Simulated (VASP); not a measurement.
# Ca (Fm-3m) in VASP: a series of runs, part 2 of 2

VASP 6.6.1.

## 4. Single point, PBEsol

INCAR

```
PREC = Accurate
ENCUT = 300
EDIFF = 1E-6
ISMEAR = 1
SIGMA = 0.1
LREAL = False
LASPH = True
NELM = 120
ALGO = Fast
ISIF = 2
LWAVE = False
LCHARG = False
GGA = PS
KPAR = 4
```

KPOINTS

```
Automatic mesh
0
Gamma
  13 13 13
```

POSCAR

```
Ca                                      
1.0
   -0.0000000000      2.7643065914      2.7643065914
    2.7643065914     -0.0000000000      2.7643065914
    2.7643065914      2.7643065914      0.0000000000
  Ca            
     1
Direct
     0.0000000000000000    0.0000000000000000    0.0000000000000000
```

Potentials or basis: VASP PAW PBE potentials, release 64 (Ca_sv).

On the command line:

```
> cat potpaw_PBE.64/Ca_sv/POTCAR > POTCAR
> mpirun -np 4 vasp_std > vasp.out
```

OUTCAR:

```text
PREC = Accurate
   ENCUT = 300
   EDIFF = 1E-6
   ISMEAR = 1
   LREAL = False
   LASPH = True
   NELM = 120
   ISIF = 2
   GGA = PS

 ion  position               nearest neighbor table
   1  0.000  0.000  0.000-

  LATTYP: Found a face centered cubic cell.
 ALAT       =     5.5286131828

  Lattice vectors:

 A1 = (   0.0000000000,   2.7643065914,   2.7643065914)
 A2 = (   2.7643065914,   0.0000000000,   2.7643065914)
 A3 = (   2.7643065914,   2.7643065914,   0.0000000000)

Analysis of symmetry for initial positions (statically):
=====================================================================
 Subroutine PRICEL returns:
 Original cell was already a primitive cell.

 Routine SETGRP: Setting up the symmetry group for a
 face centered cubic supercell.

 Subroutine GETGRP returns: Found 48 space group operations
 (whereof 48 operations were pure point group operations)
 out of a pool of 48 trial point group operations.

The static configuration has the point symmetry O_h .

Analysis of symmetry for dynamics (positions and initial velocities):
=====================================================================
 Subroutine PRICEL returns:
 Original cell was already a primitive cell.

 Routine SETGRP: Setting up the symmetry group for a
 face centered cubic supercell.

 Subroutine GETGRP returns: Found 48 space group operations
 (whereof 48 operations were pure point group operations)
 out of a pool of 48 trial point group operations.

The dynamic configuration has the point symmetry O_h .

 Subroutine INISYM returns: Found 48 space group operations
 (whereof 48 operations are pure point group operations),
 and found     1 'primitive' translations

----------------------------------------------------------------------------------------

                                     Primitive cell

  volume of cell :      42.2463

  direct lattice vectors                    reciprocal lattice vectors
[... 111 lines left out ...]
   LHFCALC =     F    Hartree Fock is set to
   AEXX    =    0.0000 exact exchange contribution
   IVDW    =     0    specifies the selected vdW correction
   LEPSILON=     F    determine dielectric tensor
   LRPA    =     F    only Hartree local field effects (RPA)
 non-spin polarized calculation
 RMM-DIIS sequential band-by-band and
 Methfessel and Paxton  Order N= 1 SIGMA  =   0.10
  energy-cutoff  :      300.00
  volume of cell :       42.25
 maximum number of plane-waves:       531
 NGX is ok and might be reduce to    24
   NGX = 11   NGY = 11   NGZ = 11

 number of electron      10.0000000 magnetization

 number of electron       9.9999998 magnetization

 Free energy of the ion-electron system (eV)
  ---------------------------------------------------
  ext. energy  EPLUGINS =         0.00000000
  ---------------------------------------------------
  free energy    TOTEN  =        -2.13621017 eV

  energy without entropy =       -2.13565227  energy(sigma->0) =       -2.13602420

 E-fermi :   1.8844     XC(G=0):  -7.8063

 val. band max:        1.8692589941   @ k =  -0.3846   0.3846   0.0000
 cond. band min:       1.9105155774   @ k =  -0.4615   0.1538   0.0769
 fundamental gap:      0.0412565833
 Fermi energy:         1.8844409941

 k-point     1 :       0.0000    0.0000    0.0000
  band No.  band energies     occupation
      1     -39.9625      2.00000
      2     -20.9561      2.00000
      3     -20.9561      2.00000
      4     -20.9561      2.00000
      5      -2.1389      2.00000
      6       4.2090      0.00000
      7       4.2090      0.00000
      8       4.2090      0.00000
      9       5.2852      0.00000
[... 265 lines left out ...]
 k-point    24 :       0.4615    0.1538    0.0000
  band No.  band energies     occupation
      1     -39.9483      2.00000
      2     -21.0774      2.00000
      3     -20.9902      2.00000
      4     -20.9821      2.00000
      5       0.6080      2.00000
      6       2.2678     -0.00000
      7       3.7375     -0.00000
      8       4.3948      0.00000
      9       5.8207      0.00000

 [... further k-points ...]

------------------------ aborting loop because EDIFF is reached ----------------------------------------

  FORCE on cell =-STRESS in cart. coord.  units (eV):
  Direction    XX          YY          ZZ          XY          YZ          ZX
  --------------------------------------------------------------------------------------
  -------------------------------------------------------------------------------------
  Total       -0.2146007     -0.2146007     -0.2146007     -0.0000000     -0.0000000     -0.0000000
  in kB       -8.1386634     -8.1386634     -8.1386634     -0.0000000     -0.0000000     -0.0000000
  external PRESSURE =      -8.1386634 kB  Pullay stress =       0.0000000 kB

 VOLUME and BASIS-vectors are now :
 -----------------------------------------------------------------------------
  energy-cutoff  :      300.00
  volume of cell :       42.25
      direct lattice vectors                 reciprocal lattice vectors
     0.000000000  2.764306591  2.764306591    -0.180877187  0.180877187  0.180877187
     2.764306591  0.000000000  2.764306591     0.180877187 -0.180877187  0.180877187
     2.764306591  2.764306591  0.000000000     0.180877187  0.180877187 -0.180877187

 POSITION                                       TOTAL-FORCE (eV/Angst)
 -----------------------------------------------------------------------------------
      0.00000      0.00000      0.00000         0.000000      0.000000      0.000000
 -----------------------------------------------------------------------------------
    total drift:                               -0.000000      0.000000     -0.000000

  FREE ENERGIE OF THE ION-ELECTRON SYSTEM (eV)
  ---------------------------------------------------
  free  energy   TOTEN  =        -2.1362101710 eV

  energy  without entropy=       -2.1356522717  energy(sigma->0) =       -2.13602420
```

OSZICAR:

```text
N       E                     dE             d eps       ncg     rms          rms(c)
DAV:   1     0.407569860013E+02    0.40757E+02   -0.39774E+03  1584   0.675E+02
DAV:   2    -0.136449366429E+01   -0.42121E+02   -0.41905E+02  1616   0.180E+02
DAV:   3    -0.212229503552E+01   -0.75780E+00   -0.74590E+00  2401   0.241E+01
DAV:   4    -0.213992873942E+01   -0.17634E-01   -0.17627E-01  2188   0.286E+00
DAV:   5    -0.214032766119E+01   -0.39892E-03   -0.39886E-03  2471   0.240E-01    0.224E+00
RMM:   6    -0.213774534294E+01    0.25823E-02   -0.59158E-03  1660   0.102E+00    0.138E+00
RMM:   7    -0.213606236282E+01    0.16830E-02   -0.13576E-02  1747   0.165E+00    0.991E-02
RMM:   8    -0.213608036080E+01   -0.17998E-04   -0.37426E-03  1922   0.659E-01    0.269E-02
RMM:   9    -0.213617790007E+01   -0.97539E-04   -0.11236E-03  2251   0.252E-01    0.342E-02
RMM:  10    -0.213618121426E+01   -0.33142E-05   -0.17674E-04  2228   0.133E-01    0.777E-02
RMM:  11    -0.213620343069E+01   -0.22216E-04   -0.13337E-04  2295   0.109E-01    0.132E-02
RMM:  12    -0.213620876556E+01   -0.53349E-05   -0.48701E-05  2310   0.390E-02    0.118E-02
RMM:  13    -0.213621011085E+01   -0.13453E-05   -0.12410E-05  1813   0.174E-02    0.859E-03
RMM:  14    -0.213621017104E+01   -0.60186E-07   -0.32210E-06  1679   0.123E-02
   1 F= -.21362102E+01 E0= -.21360242E+01  d E =-.557899E-03
```

stdout:

```text
POSCAR found type information on POSCAR Ca
 POSCAR found :  1 types and       1 ions
 scaLAPACK will be used
 -----------------------------------------------------------------------------
|                                                                             |
|                                                                             |
|     You enforced a specific xc type in the INCAR file but a different       |
|     I HOPE YOU KNOW WHAT YOU ARE DOING!                                     |
|                                                                             |
 -----------------------------------------------------------------------------

 LDA part: xc-table for (Slater+PW92), standard interpolation
 POSCAR, INCAR and KPOINTS ok, starting setup
 FFT: planning ... GRIDC
 FFT: planning ... GRID_SOFT
 FFT: planning ... GRID
 WAVECAR not read
 entering main loop
```

Run time: 4.7 s. Hardware: 4 MPI ranks of Intel Xeon Platinum 8375C at 2.90GHz (Ice Lake), shared host; peak memory 0.12 GiB.

What came out:

| Property | Result |
| --- | --- |
| Free energy | -2.1362 eV |
| Band gap on the k mesh | none (metal or under the smearing width) |

Caveat: the cutoff is under 1.25 times the usual one of these potentials, so pressure, stress and relaxed cells hold a basis-set (Pulay) error; the PAW data sets were made with another functional, which shifts forces and pressure a little.

## 5. Single point, PBEsol

INCAR, as its differences from that of step 4:

```diff
@@ -1,3 +1,3 @@
 PREC = Accurate
-ENCUT = 300
+ENCUT = 600
 EDIFF = 1E-6
```

KPOINTS is that of step 4.

POSCAR is that of step 4.

Potentials or basis: VASP PAW PBE potentials, release 64 (Ca_sv).

On the command line:

```
> cat potpaw_PBE.64/Ca_sv/POTCAR > POTCAR
> mpirun -np 4 vasp_std > vasp.out
```

OUTCAR:

```text
PREC = Accurate
   ENCUT = 600
   EDIFF = 1E-6
   ISMEAR = 1
   LREAL = False
   LASPH = True
   NELM = 120
   ISIF = 2
   GGA = PS

 ion  position               nearest neighbor table
   1  0.000  0.000  0.000-

  LATTYP: Found a face centered cubic cell.
 ALAT       =     5.5286131828

  Lattice vectors:

 A1 = (   0.0000000000,   2.7643065914,   2.7643065914)
 A2 = (   2.7643065914,   0.0000000000,   2.7643065914)
 A3 = (   2.7643065914,   2.7643065914,   0.0000000000)

Analysis of symmetry for initial positions (statically):
=====================================================================
 Subroutine PRICEL returns:
 Original cell was already a primitive cell.

 Routine SETGRP: Setting up the symmetry group for a
 face centered cubic supercell.

 Subroutine GETGRP returns: Found 48 space group operations
 (whereof 48 operations were pure point group operations)
 out of a pool of 48 trial point group operations.

The static configuration has the point symmetry O_h .

Analysis of symmetry for dynamics (positions and initial velocities):
=====================================================================
 Subroutine PRICEL returns:
 Original cell was already a primitive cell.

 Routine SETGRP: Setting up the symmetry group for a
 face centered cubic supercell.

 Subroutine GETGRP returns: Found 48 space group operations
 (whereof 48 operations were pure point group operations)
 out of a pool of 48 trial point group operations.

The dynamic configuration has the point symmetry O_h .

 Subroutine INISYM returns: Found 48 space group operations
 (whereof 48 operations are pure point group operations),
 and found     1 'primitive' translations

----------------------------------------------------------------------------------------

                                     Primitive cell

  volume of cell :      42.2463
[... 110 lines left out ...]
  Thomas-Fermi vector in A             =   2.145820
   LORBIT       =      0    0 simple, 1 ext, 2 COOP (PROOUT), +10 PAW based schemes
   GGA     = PS    functional components
   LHFCALC =     F    Hartree Fock is set to
   AEXX    =    0.0000 exact exchange contribution
   IVDW    =     0    specifies the selected vdW correction
   LEPSILON=     F    determine dielectric tensor
   LRPA    =     F    only Hartree local field effects (RPA)
 non-spin polarized calculation
 RMM-DIIS sequential band-by-band and
 Methfessel and Paxton  Order N= 1 SIGMA  =   0.10
  energy-cutoff  :      600.00
  volume of cell :       42.25
 maximum number of plane-waves:      1423
   NGX = 15   NGY = 15   NGZ = 15

 number of electron      10.0000001 magnetization

 Free energy of the ion-electron system (eV)
  ---------------------------------------------------
  ext. energy  EPLUGINS =         0.00000000
  ---------------------------------------------------
  free energy    TOTEN  =        -2.12972614 eV

  energy without entropy =       -2.12917127  energy(sigma->0) =       -2.12954119

 E-fermi :   1.8818     XC(G=0):  -7.8075

 val. band max:        1.8667413911   @ k =  -0.3846   0.3846   0.0000
 cond. band min:       1.9078746515   @ k =  -0.4615   0.1538   0.0769
 fundamental gap:      0.0411332604
 Fermi energy:         1.8818152919

 k-point     1 :       0.0000    0.0000    0.0000
  band No.  band energies     occupation
      1     -39.9659      2.00000
      2     -20.9576      2.00000
      3     -20.9576      2.00000
      4     -20.9576      2.00000
      5      -2.1461      2.00000
      6       4.2070      0.00000
      7       4.2070      0.00000
      8       4.2070      0.00000
      9       5.2833      0.00000
[... 265 lines left out ...]
 k-point    24 :       0.4615    0.1538    0.0000
  band No.  band energies     occupation
      1     -39.9517      2.00000
      2     -21.0798      2.00000
      3     -20.9921      2.00000
      4     -20.9843      2.00000
      5       0.6027      2.00000
      6       2.2653     -0.00000
      7       3.7355     -0.00000
      8       4.3929      0.00000
      9       5.8783      0.00000

 [... further k-points ...]

------------------------ aborting loop because EDIFF is reached ----------------------------------------

  FORCE on cell =-STRESS in cart. coord.  units (eV):
  Direction    XX          YY          ZZ          XY          YZ          ZX
  --------------------------------------------------------------------------------------
  -------------------------------------------------------------------------------------
  Total       -0.1739622     -0.1739622     -0.1739622     -0.0000000      0.0000000      0.0000000
  in kB       -6.5974624     -6.5974624     -6.5974624     -0.0000000      0.0000000      0.0000000
  external PRESSURE =      -6.5974624 kB  Pullay stress =       0.0000000 kB

 VOLUME and BASIS-vectors are now :
 -----------------------------------------------------------------------------
  energy-cutoff  :      600.00
  volume of cell :       42.25
      direct lattice vectors                 reciprocal lattice vectors
     0.000000000  2.764306591  2.764306591    -0.180877187  0.180877187  0.180877187
     2.764306591  0.000000000  2.764306591     0.180877187 -0.180877187  0.180877187
     2.764306591  2.764306591  0.000000000     0.180877187  0.180877187 -0.180877187

 POSITION                                       TOTAL-FORCE (eV/Angst)
 -----------------------------------------------------------------------------------
      0.00000      0.00000      0.00000         0.000000      0.000000      0.000000
 -----------------------------------------------------------------------------------
    total drift:                                0.000000      0.000000      0.000000

  FREE ENERGIE OF THE ION-ELECTRON SYSTEM (eV)
  ---------------------------------------------------
  free  energy   TOTEN  =        -2.1297261418 eV

  energy  without entropy=       -2.1291712748  energy(sigma->0) =       -2.12954119
```

Run time: 9.7 s. Hardware: 4 MPI ranks of Intel Xeon Platinum 8375C at 2.90GHz (Ice Lake), shared host; peak memory 0.18 GiB.

Results:

| Property | Result |
| --- | --- |
| Free energy | -2.1297 eV |
| Pressure | -0.7 GPa |
| Band gap on the k mesh | none (metal or under the smearing width) |

Levels at points of the mesh, in eV from the Fermi level:
| k point | band 2 | band 3 | band 4 | band 5 | band 6 | band 7 | band 8 | band 9 |
| --- | --- | --- | --- | --- | --- | --- | --- | --- |
| (0.00, 0.00, 0.00) | -22.84 | -22.84 | -22.84 | -4.03 | 2.33 | 2.33 | 2.33 | 3.40 |

Caveat: the PAW data sets were made with another functional, which shifts forces and pressure a little.

## 6. The runs side by side

```tsv
level	cutoff (eV)	gap on the mesh (eV)	pressure (GPa)
PBE	300	none	-
PBE	600	none	0.0
PBEsol	300	none	-
PBEsol	600	none	-0.7
```

Alike in all rows: task single point; potentials or basis VASP PAW PBE potentials, release 64 (Ca_sv); no spin polarisation; cell as given; k mesh 13 × 13 × 13; smearing methfessel-paxton 0.1 eV.

Every run on the cell as given and a fine mesh finds a metal.

Caveats: the cutoff is under 1.25 times the usual one of these potentials, so pressure, stress and relaxed cells hold a basis-set (Pulay) error (some runs); the PAW data sets were made with another functional, which shifts forces and pressure a little (some runs).

Total energies depend on the potentials used, so only differences within one code and one set of settings carry meaning.
